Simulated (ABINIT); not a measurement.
Input of an ABINIT 10.8.3 (patched build) run:

run.abi

```
pp_dirpath "./"
pseudos "Al.GGA_PBE-JTH.xml, N.GGA_PBE-JTH.xml"

acell 3*1.0 Angstrom
rprim
     3.1130000000     0.0000000000     0.0000000000
    -1.5565000000     2.6959370820     0.0000000000
     0.0000000000     0.0000000000     4.9810000000
ntypat 2
znucl 13 7
natom 4
typat 1 1 2 2
xred
     0.6666666667     0.3333333333     0.5000000000
     0.3333333333     0.6666666667     0.0000000000
     0.6666666667     0.3333333333     0.8800000000
     0.3333333333     0.6666666667     0.3800000000

ecut 25.0
pawecutdg 47.0

kptopt 1
ngkpt 8 8 5
nshiftk 1
shiftk 0.0 0.0 0.0

ixc 11

nband 12
occopt 3
tsmear 0.05 eV

nstep 100
tolvrs 1.0e-9

iomode 3
prtwf 0
prtden 0
prteig 0
prtebands 0
enunit 1
```

Potentials or basis: JTH PAW PBE v2.0.

The run is started by

```sh
$ abinit run.abi > log 2>&1
```

(1) Predict the band gap on the k mesh.

(2) Estimate the largest force.

Answers

(1) 4.20 eV, direct.

(2) 0.131 eV/Å.

**What was measured.**

From “Structural and optical properties of self-assembled AlN nanowires grown on SiO2/Si substrates by molecular beam epitaxy”, 2024, arxiv:2402.00216, for a bulk crystal of AlN at 0 K: band gap 6.0343 eV (an exciton energy, a little under the gap).

A measured gap of AlN is 6.0343 eV (an exciton energy, a little under the gap; 0 K; quoted in “Structural and optical properties of self-assembled AlN nanowires grown on SiO2/Si substrates by molecular beam epitaxy”, 2024, arxiv:2402.00216); the calculated 4.20 eV misses it by -1.83 eV. 2 values of this kind are on record (6.034 to 6.0343 eV); this one was drawn at random. The value is that of PBE, without temperature or zero-point motion. Semilocal functionals fall short of measured gaps as a rule.
